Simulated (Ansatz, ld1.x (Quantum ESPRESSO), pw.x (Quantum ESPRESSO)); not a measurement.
## lanthanum (La): one change to the TM potential, in the atom and in the sc crystal

ld1.x (Quantum ESPRESSO) 7.5 input, shortened:

```
&input
   title='La', zed=57., rel=1, dft='PBE', iswitch=3,
   config='[Xe] 4f0 5d1.5 6s1.5 6p0'
 /
 &inputp
   pseudotype=2, tm=.true., lloc=-1, rcloc=3.50,
   nlcc=.true., rcore=1.35
 /
4
6S  1  0   1.50   0.00  3.80  3.80  0.0
6P  2  1   0.00   0.00  3.65  3.65  0.0
5D  3  2   1.50   0.00  2.60  2.60  0.0
4F  4  3   0.00   0.00  1.65  1.65  0.0
 &test
   configts(1)='4f0 5d1.5 6s1.5 6p0'
 /
```

Change: local potential all-electron potential smoothed inside 1.40 bohr (lloc = -1).

Cutoffs, loose and tight: the cutoffs (Ry, on a coarse ladder) from which the occupation-weighted sum of valence levels, in a spherical-Bessel basis at the reference potential, stays within 10 and 1 mRy of its value at 400 Ry. They do not see the model core or the augmentation charge, which bear on the density cutoff. Test errors are all-electron minus pseudo excitation energies from the reference, over the configurations 4f0 5d1 6s2 6p0; 4f0 5d1 6s1 6p0; 4f0 5d1 6s0 6p0; 4f0 5d2 6s1 6p0; 4f0 5d0 6s2 6p0; 4f1 5d1 6s0 6p0; 4f0 5d1 6s0 6p2; variants that change the core or the reference have their own tests.

Crystal test: sc La in pw.x 7.5, no spin, 10³ k-points, Fermi–Dirac smearing 0.01 Ry, cutoffs set for each file from its atomic test. The reference is all-electron LAPW (Ansatz 0.2.0) with the same functional, mesh and smearing; V0 and B0 come from Birch–Murnaghan fits to the pressures at five volumes. Errors are pseudo minus all-electron; Δ is the rms difference of the E(V) curves that follow from these fits, minima aligned, over ±6 % about the mean V0. Mesh and smearing are coarse, so the numbers serve the comparison and aren't converged zero-temperature values; the lattice is a test structure that the element need not adopt.

All-electron: a0 = 3.331 Å (V0 = 36.94 Å³/atom), B0 = 22.3 GPa.

Q: Does the change bring the crystal closer to the all-electron result?

A: The mean pressure error goes from -0.51 to -14.77 GPa, so the change moves the solid further from the all-electron pressures.

| quantity | base | changed |
| --- | --- | --- |
| outcome (atom) | generated | generated |
| cutoff, loose (atom) | 10 Ry | 10 Ry |
| cutoff, tight (atom) | 15 Ry | 15 Ry |
| bound ghosts (atom) | s | s, p |
| largest test error (meV) (atom) | -1016 over the solved tests; 4 of 7 tests not solved or not reliable | -238 over the solved tests; 2 of 7 tests not solved or not reliable |
| cutoffs in pw.x (Ry) | 50/200 | 50/200 |
| a0 (Å) | 3.298 | – |
| a0 error (%) | -0.99 | – |
| B0 error (%) | -25.3 | – |
| Δ (meV/atom) | 5.0 | – |
| mean pressure error (GPa) | -0.51 | -14.77 |

A dash: not determined, or the minimum lies outside the volumes sampled.

Base: The largest radius (3.80 bohr) exceeds half the bond length (3.15 bohr), so the spheres overlap, which is one possible source of error among others. This is a poor potential for the solid. The free energy does not fall steadily as the cutoff rises, most likely since the density grid, which shrinks with it, is too coarse for the model core; the lower cutoffs are not converged. Note: ghost state, extra bound levels that the all-electron valence spectrum of the same l lacks: s at -3.4 eV. A true bound ghost makes a file unfit for plane-wave use. Atomic configuration tests: 4 of 7 tests not solved or not reliable. The cutoffs count occupied waves only; the empty 4f level needs 110 Ry at the loose tolerance. Changed file: The largest radius (3.80 bohr) exceeds half the bond length (3.15 bohr), so the spheres overlap, which is one possible source of error among others. This is a poor potential for the solid. The pseudo pressure rises with volume over the whole range, a mechanical instability. Note: ghost states, extra bound levels that the all-electron valence spectrum of the same l lacks: s at -198.0 eV, p at -80.5 eV, s at -22.8 eV. A true bound ghost makes a file unfit for plane-wave use. Atomic configuration tests: 2 of 7 tests not solved or not reliable. The cutoffs count occupied waves only; the empty 4f level needs 110 Ry at the loose tolerance. The atomic cutoffs weigh occupied waves only.
